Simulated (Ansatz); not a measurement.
**From formation energies to a reaction energy: In3As**

These are results of Ansatz 0.2.0, DFT PBE, scalar-relativistic, plane waves, PAW, not measurements. All cells share a 420 eV cutoff and Γ-centred k meshes spaced at most about 0.3 Å⁻¹ (about 0.25 or finer for metals, 2π included). No spin polarisation.

Energies over the elements count from the elements' standard structures at the same level, with no fitted energy shifts.

All energies are static (0 K, no zero-point motion). The reference form of As is held partly by dispersion forces, which this level lacks.

A trial structure of In3As (reached from: random cell; relaxed: space group R-3m (No. 166), a = 6.137 Å, c = 13.917 Å) has a formation energy of 0.352 eV/atom. At its composition the lowest mixture among the elements and 2 reference phases computed alike (others may be missing) consists of these:

```csv
phase,source,ΔE_f (eV/atom)
In (solid),element,-0.002
InAs (F-43m),Materials Project,-0.244
```

The lowest database cell of In (-0.002) lies slightly below the reference, hence the non-zero entry.

Question: Write the balanced decomposition and find its energy per atom, per formula unit and per mole of formula units.

Answer: Balancing In and As gives In3As → 2 In + InAs. The left side holds 4 atoms, and the products take 2/4 (In) and 2/4 (InAs) of them. The mixture therefore lies at 2/4 × (-0.002) + 2/4 × (-0.244) = -0.123 eV/atom. The reaction energy is -0.123 − (0.352) = -0.475 eV/atom. Times 4 atoms that is -1.900 eV per In3As, and times 96.485 it is -183 kJ per mole of In3As. Decomposition is downhill, so the trial structure is unstable against this mixture.
